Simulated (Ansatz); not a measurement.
# Ni3Ge: pulling the crystal apart

This session takes Ni3Ge and sets out to open the crystal across a (1 0 0) plane.

Program: Ansatz 0.2.0. Level of theory: DFT PBEsol, scalar-relativistic, plane waves, PAW. These are calculated values, not measurements.

3 further runs of the same task are left out: 3 set aside as unsound or not needed.

### Step 1. The system as given

The structure is cubic, space group Pm-3m (No. 221). The conventional cell has a = 3.525 Å, b = 3.525 Å, c = 3.525 Å, α = 90.00°, β = 90.00°, γ = 90.00°. Ni (site symmetry 4/mmm) has 8 Ni at 2.49 Å and 4 Ge at 2.49 Å in its first shell of neighbours. Ge (site symmetry m-3m) is surrounded by 12 Ni at 2.49 Å.

Structure file:

```
Ni Ge
1.0
     0.00000   -3.52491    0.00000
     0.00000    0.00000   -3.52491
    10.57474    0.00000    0.00000
Ni Ge
9 3
Direct
  0.00000 0.50000 0.16667
  0.00000 0.50000 0.50000
  0.00000 0.50000 0.83333
  0.50000 0.50000 0.00000
  0.50000 0.50000 0.33333
  0.50000 0.50000 0.66667
  0.50000 0.00000 0.16667
  0.50000 0.00000 0.50000
  0.50000 0.00000 0.83333
  0.00000 0.00000 0.33333
  0.00000 0.00000 0.66667
  0.00000 0.00000 0.00000
```

It goes back to an entry of the Materials Project, which need not be the stable form.

It is built from the cell relaxed beforehand with the same method (10.95 Å³/atom).

### Step 2. Zero of the scan

Input file input.yaml:

```yaml
crystal:
  lattice:
    - [0.0, -3.5249142746, 0.0]
    - [0.0, 0.0, -3.5249142746]
    - [10.5747428237, 0.0, 0.0]
  atoms:
    - { symbol: Ni, position: [0.0, 0.5, 0.1666666667] }
    - { symbol: Ni, position: [0.0, 0.5, 0.5] }
    - { symbol: Ni, position: [0.0, 0.5, 0.8333333333] }
    - { symbol: Ni, position: [0.5, 0.5, 0.0] }
    - { symbol: Ni, position: [0.5, 0.5, 0.3333333333] }
    - { symbol: Ni, position: [0.5, 0.5, 0.6666666667] }
    - { symbol: Ni, position: [0.5, 0.0, 0.1666666667] }
    - { symbol: Ni, position: [0.5, 0.0, 0.5] }
    - { symbol: Ni, position: [0.5, 0.0, 0.8333333333] }
    - { symbol: Ge, position: [1.0, 1.0, 0.3333333333] }
    - { symbol: Ge, position: [1.0, 1.0, 0.6666666667] }
    - { symbol: Ge, position: [1.0, 1.0, 0.0] }
basis:
  ecutwfc: 420
kpoints:
  mp_grid: { grid: [13, 13, 5] }
hamiltonian:
  xc: pbesol
scf:
  occupations: { method: gaussian, width: 0.15 }
output:
  forces: true
  stress: true
  eigenvalues: true
  write_density: true
  write_potential: true
  elf: true
  volumetric_format: npy
```

Started as:

```console
$ ansatz run input.yaml --threads 2 --pin off --max-ram 5120MiB --backend cpu --events-out ev --progress --plain --runs-dir out
```

### Step 3. Next: pulling the crystal apart

The cut lies on the cell's a–b face, a (1 0 0) plane of area 12.43 Å², between layers 1.76 Å apart (Ni below, Ge, Ni above); the cell is 10.6 Å thick. Vector c is lengthened by d along the normal with the atoms' Cartesian places fixed: one unrelaxed cut per cell.

### Step 4. d = 1.00 Å

Input file input.yaml:

```yaml
crystal:
  lattice:
    - [0.0, -3.5249142746, 0.0]
    - [0.0, 0.0, -3.5249142746]
    - [11.5747428237, 0.0, 0.0]
  atoms:
    - { symbol: Ni, position: [0.0, 0.5, 0.8374712426] }
    - { symbol: Ni, position: [0.0, 0.5, 0.228401248] }
    - { symbol: Ni, position: [0.0, 0.5, 0.5329362453] }
    - { symbol: Ni, position: [0.5, 0.5, 0.6852037439] }
    - { symbol: Ni, position: [0.5, 0.5, 0.0761337493] }
    - { symbol: Ni, position: [0.5, 0.5, 0.3806687466] }
    - { symbol: Ni, position: [0.5, 0.0, 0.8374712426] }
    - { symbol: Ni, position: [0.5, 0.0, 0.228401248] }
    - { symbol: Ni, position: [0.5, 0.0, 0.5329362453] }
    - { symbol: Ge, position: [1.0, 1.0, 0.0761337493] }
    - { symbol: Ge, position: [1.0, 1.0, 0.3806687466] }
    - { symbol: Ge, position: [1.0, 1.0, 0.6852037439] }
basis:
  ecutwfc: 420
kpoints:
  mp_grid: { grid: [13, 13, 5] }
hamiltonian:
  xc: pbesol
scf:
  occupations: { method: gaussian, width: 0.15 }
output:
  forces: true
  stress: true
  eigenvalues: true
```

### Step 5. At d = 3.00 Å

Input file input.yaml:

```yaml
crystal:
  lattice:
    - [0.0, -3.5249142746, 0.0]
    - [0.0, 0.0, -3.5249142746]
    - [13.5747428237, 0.0, 0.0]
  atoms:
    - { symbol: Ni, position: [0.0, 0.5, 0.7140845599] }
    - { symbol: Ni, position: [0.0, 0.5, 0.1947503345] }
    - { symbol: Ni, position: [0.0, 0.5, 0.4544174472] }
    - { symbol: Ni, position: [0.5, 0.5, 0.5842510036] }
    - { symbol: Ni, position: [0.5, 0.5, 0.0649167782] }
    - { symbol: Ni, position: [0.5, 0.5, 0.3245838909] }
    - { symbol: Ni, position: [0.5, 0.0, 0.7140845599] }
    - { symbol: Ni, position: [0.5, 0.0, 0.1947503345] }
    - { symbol: Ni, position: [0.5, 0.0, 0.4544174472] }
    - { symbol: Ge, position: [1.0, 1.0, 0.0649167782] }
    - { symbol: Ge, position: [1.0, 1.0, 0.3245838909] }
    - { symbol: Ge, position: [1.0, 1.0, 0.5842510036] }
basis:
  ecutwfc: 420
kpoints:
  mp_grid: { grid: [13, 13, 5] }
hamiltonian:
  xc: pbesol
scf:
  occupations: { method: gaussian, width: 0.15 }
output:
  forces: true
  stress: true
  eigenvalues: true
```

### Step 6. d = 0.50 Å

Input file input.yaml:

```yaml
crystal:
  lattice:
    - [0.0, -3.5249142746, 0.0]
    - [0.0, 0.0, -3.5249142746]
    - [11.0747428237, 0.0, 0.0]
  atoms:
    - { symbol: Ni, position: [0.0, 0.5, 0.875281206] }
    - { symbol: Ni, position: [0.0, 0.5, 0.2387130562] }
    - { symbol: Ni, position: [0.0, 0.5, 0.5569971311] }
    - { symbol: Ni, position: [0.5, 0.5, 0.7161391686] }
    - { symbol: Ni, position: [0.5, 0.5, 0.0795710187] }
    - { symbol: Ni, position: [0.5, 0.5, 0.3978550936] }
    - { symbol: Ni, position: [0.5, 0.0, 0.875281206] }
    - { symbol: Ni, position: [0.5, 0.0, 0.2387130562] }
    - { symbol: Ni, position: [0.5, 0.0, 0.5569971311] }
    - { symbol: Ge, position: [1.0, 1.0, 0.0795710187] }
    - { symbol: Ge, position: [1.0, 1.0, 0.3978550936] }
    - { symbol: Ge, position: [1.0, 1.0, 0.7161391686] }
basis:
  ecutwfc: 420
kpoints:
  mp_grid: { grid: [13, 13, 5] }
hamiltonian:
  xc: pbesol
scf:
  occupations: { method: gaussian, width: 0.15 }
output:
  forces: true
  stress: true
  eigenvalues: true
```

### Step 7. d = 2.00 Å

Input file input.yaml:

```yaml
crystal:
  lattice:
    - [0.0, -3.5249142746, 0.0]
    - [0.0, 0.0, -3.5249142746]
    - [12.5747428237, 0.0, 0.0]
  atoms:
    - { symbol: Ni, position: [0.0, 0.5, 0.7708717698] }
    - { symbol: Ni, position: [0.0, 0.5, 0.2102377554] }
    - { symbol: Ni, position: [0.0, 0.5, 0.4905547626] }
    - { symbol: Ni, position: [0.5, 0.5, 0.6307132662] }
    - { symbol: Ni, position: [0.5, 0.5, 0.0700792518] }
    - { symbol: Ni, position: [0.5, 0.5, 0.350396259] }
    - { symbol: Ni, position: [0.5, 0.0, 0.7708717698] }
    - { symbol: Ni, position: [0.5, 0.0, 0.2102377554] }
    - { symbol: Ni, position: [0.5, 0.0, 0.4905547626] }
    - { symbol: Ge, position: [1.0, 1.0, 0.0700792518] }
    - { symbol: Ge, position: [1.0, 1.0, 0.350396259] }
    - { symbol: Ge, position: [1.0, 1.0, 0.6307132662] }
basis:
  ecutwfc: 420
kpoints:
  mp_grid: { grid: [13, 13, 5] }
hamiltonian:
  xc: pbesol
scf:
  occupations: { method: gaussian, width: 0.15 }
output:
  forces: true
  stress: true
  eigenvalues: true
```

(Steps that only read results are left out.)

What does the calculation give? Wanted: largest traction sampled.

**Answer**, as computed:

```
                quantity                   value
    energy at d = 3.00 Å               4.93 J/m²
largest traction sampled  33.6 GPa at d = 0.50 Å
```

In words: At the widest gap sampled, 3.00 Å, the traction is still 1.8 GPa, so 4.93 J/m² is not yet the full work of separation. The traction peaks at 33.6 GPa near 0.50 Å, an estimate of the ideal strength of rigid blocks on this coarse sampling. The final runs have no spin polarisation, so a magnetic state may lie lower.
